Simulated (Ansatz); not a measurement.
Crystal: W.

```
W
1.0
    -1.58234    1.58234    1.58234
     1.58234   -1.58234    1.58234
     1.58234    1.58234   -1.58234
W
1
Direct
  0.00000 0.00000 0.00000
```

Base run:

| Item | Value |
| --- | --- |
| Program | Ansatz 0.2.0 |
| Functional | PBEsol |
| Potentials or basis | all-electron LAPW, scalar-relativistic |
| Cutoff | 286 eV (chosen from the basis error) |
| Basis error allowed | 0.001 eV/atom |
| k mesh | 9 × 9 × 9 |
| Occupations | fermi-dirac, width 0.05 eV |
| Spin | no spin polarisation |

Its results: pressure -3.4 GPa.

Task: The run is repeated on the same cell with these changes: potentials or basis from all-electron LAPW, scalar-relativistic to all-electron LAPW, relativistic spinors; spin from no spin polarisation to spin-orbit coupling, no magnetisation. What comes out?

Result: Pressure -2.9 GPa.

Caveats: the k mesh is thin for a metal, which can move the energy by tens of meV per atom.
